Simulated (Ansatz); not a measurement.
# Ti: one candidate of a structure search

Aim: relax a trial structure of Ti and see where it ends.

Method: DFT PBE, scalar-relativistic, plane waves, PAW, in Ansatz 0.2.0.

### 1 The system as given

It takes space group P6/mmm (No. 191, hexagonal). Conventional cell: a = 3.734 Å, b = 3.734 Å, c = 4.487 Å, α = 90.00°, β = 90.00°, γ = 120.00°. Ti (site symmetry -6m2) is surrounded by 3 Ti at 2.16 Å.

Coordinates:

```
Ti
1.0
     3.73407    0.00000    0.00000
    -1.86703    3.23380    0.00000
     0.00000    0.00000    4.48663
Ti
2
Cartesian
  0.0000 2.1559 2.2433
  1.8670 1.0779 2.2433
```

Recipe of the guess: random cell by space group and Wyckoff sites (P6/mmm, No. 191). Its size is a rough estimate.

### 2 The guess as it stands, on a coarse mesh

File input.yaml:

```yaml
crystal:
  lattice:
    - [3.73406943, 0.0, 0.0]
    - [-1.86703472, 3.23379899, 0.0]
    - [0.0, 0.0, 4.486628]
  atoms:
    - { symbol: Ti, position: [0.33333333, 0.66666667, 0.5] }
    - { symbol: Ti, position: [0.66666667, 0.33333333, 0.5] }
basis:
  ecutwfc: 420
kpoints:
  mp_grid: { grid: [6, 6, 4] }
hamiltonian:
  xc: pbe
scf:
  occupations: { method: gaussian, width: 0.1 }
  lower_state_search: "off"
output:
  forces: true
  stress: true
  eigenvalues: true
```

Command:

```sh
$ ansatz run input.yaml --threads 1 --pin off --max-ram 2560MiB --backend cpu --events-out ev --progress --plain --runs-dir out
```

Further runs follow: coarse relaxation; another rough relaxation; spin check on a coarse mesh; relaxation on the finer mesh.

Before running it: what results should come out? Wanted: conventional cell; volume; energy over the standard state; gap on the mesh.

The runs gave:

| quantity | value |
| --- | --- |
| symmetry at the end (tolerance 0.05 Å) | space group P6/mmm (No. 191) |
| conventional cell | a = 4.769 Å, b = 4.769 Å, c = 2.415 Å, α = 90.00°, β = 90.00°, γ = 120.00° |
| volume | 23.79 Å³/atom |
| energy over the standard state | +1.44 eV/atom |
| gap on the mesh | none (metal) |

**Reading.** The space group P6/mmm (No. 191) is kept, and the volume per atom shrinks by 12.2 % from the first guess. It lies above the element's standard state, so it is metastable at best. No finished test with a distortion of lower symmetry is shown, so the end may be a saddle point. Other magnetic orders were not searched.
